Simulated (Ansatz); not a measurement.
A trial structure of C was built thus: 3-, 4-connected net of one element (Cmme, No. 67). Lengths were set from tabulated atomic sizes, so they are only a guess.

```
C
1.0
     2.14113   -2.41266    0.00000
     2.14113    2.41266    0.00000
     0.00000    0.00000    4.24418
C
8
Direct
  0.75000 0.75000 0.82809
  0.75000 0.75000 0.17191
  0.25000 0.25000 0.82809
  0.25000 0.25000 0.17191
  0.92038 0.42038 0.34692
  0.07962 0.57962 0.65308
  0.57962 0.07962 0.34692
  0.42038 0.92038 0.65308
```

Level of theory: DFT PBE, scalar-relativistic, plane waves, PAW (Ansatz). Cutoff 420 eV, Gaussian smearing, Γ-centred meshes. Cell and atoms relax first on a coarse mesh and then on a finer one. In between, the cell is made exact in the group found at 0.06 Å. In metals the finer mesh still leaves noise of several meV/atom or more. The steps can't lower the symmetry of their start. No spin polarisation in the relaxation; trial moments died out in a coarse test.

A guess keeps its type if space group and coordination stay and the shape of the cell changes little (axis ratios within about 15 %, angles within 6°); the volume may change.

Task: Does it keep its structure type, or change into something else?

Result: It doesn't keep its type. The symmetry goes from Cmme (No. 67) to P6/mmm (No. 191), and the primitive cell from 8 to 2 atoms. The volume per atom grows by 112.6 %, from 5.5 to 11.7 Å³. The shortest distance goes from 1.46 Å (C–C) to 1.42 Å (C–C). Counting neighbours within 15 % of an atom's shortest distance, the start has C 3/4 and the end C 3. In detail, at the end around C lie 3 C at 1.42 Å.

```cif
data_structure
_symmetry_space_group_name_H-M 'P6/mmm'
_symmetry_Int_Tables_number 191
_cell_length_a 2.4665
_cell_length_b 2.4665
_cell_length_c 4.4239
_cell_angle_alpha 90.000
_cell_angle_beta 90.000
_cell_angle_gamma 120.000
_cell_volume 23.31
loop_
_atom_site_label
_atom_site_type_symbol
_atom_site_symmetry_multiplicity
_atom_site_Wyckoff_symbol
_atom_site_fract_x
_atom_site_fract_y
_atom_site_fract_z
_atom_site_occupancy
C1 C 2 d 0.33333 0.66667 0.50000 1
```

Energies count from the standard state of C at the same level.

Task: At what energy does it end?

Result: 0.00 eV/atom. It is level with the standard state within the noise.

The last run used a 24×24×12 mesh (in the run's order of axes) for its 2-atom cell and Gaussian smearing of 0.10 eV. Weakly bound directions are ill-defined at this level, which has no dispersion term. The reference form of C is held partly by dispersion forces, which this level lacks. Symmetry constrained the relaxation, so the result can be a saddle point.

In counts of neighbours, a slash parts the counts of unlike sites.
